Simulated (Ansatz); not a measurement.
System: W (fcc type), 1 atom in the cell.

Method: Ansatz, PBE with spin–orbit coupling, plane waves, PAW datasets (earlier set, tuned by hand).

Cutoff 760 eV; k-mesh 4×4×4 Γ-centred; Fermi–Dirac smearing of 0.15 eV.

```yaml
crystal:
  lattice:
    - [0.00000, 2.02060, 2.02060]
    - [2.02060, 0.00000, 2.02060]
    - [2.02060, 2.02060, 0.00000]
  atoms:
    - { symbol: W, position: [0.00000, 0.00000, 0.00000] }
```
Lattice in Å, positions in fractions of it.

**Question.** Is the cell under compression or tension, and by how much?

**Answer.** The pressure is -0.91 GPa, so at these settings the cell is stretched and would shrink.

**Question.** Metal or insulator on this mesh?

**Answer.** No gap opens on the mesh: metallic.

The stress includes the program's correction for the finite plane-wave basis.

The k-mesh is coarse, so these values belong to this mesh and can lie far from the converged ones. This cubic structure is a model: it isn't the usual form of the substance at ambient conditions, and such phases are metastable or hypothetical.
